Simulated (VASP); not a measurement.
A run of VASP 6.6.1 is set up as follows.

Contents of INCAR:

```
SYSTEM = As
PREC     = Accurate       ! precision mode
ENCUT    = 500            ! plane-wave cutoff, eV
EDIFF    = 1E-7           ! SCF threshold, eV
ISMEAR   = 0              ! smearing method
SIGMA    = 0.02           ! smearing width, eV
LREAL    = .FALSE.        ! projectors in reciprocal space
LASPH    = .TRUE.         ! aspherical terms in the spheres
NELM     = 60             ! most SCF steps
ALGO     = Normal         ! electronic algorithm
ISIF     = 2              ! what is computed and relaxed
LWAVE    = .FALSE.        ! write WAVECAR
LCHARG   = .FALSE.        ! write CHGCAR
GGA      = PE             ! functional
```

Contents of KPOINTS:

```
Automatic mesh
0
G
  6 6 6
  0 0 0
```

The input POSCAR:

```
As
1.0
    2.7036817444      0.0000000000      0.0000000000
    0.0000000000      2.7036817444      0.0000000000
    0.0000000000      0.0000000000      2.7036817444
As
1
Direct
    0.5000000000      0.5000000000      0.5000000000
```

Potentials or basis: VASP PAW PBE potentials, release 64 (As_GW).

Command:

```bash
$ cat potpaw_PBE.64/As_GW/POTCAR > POTCAR
$ mpirun -np 1 vasp_std > vasp.out
```

(1) What does it give for the band gap on the k mesh?

(2) What does it give for the pressure?

## Answers

(1) none (metal or under the smearing width).

(2) 2.2 GPa.

Caveat: the k mesh is coarse (spacing up to 0.39 Å⁻¹), so the values aren't converged.
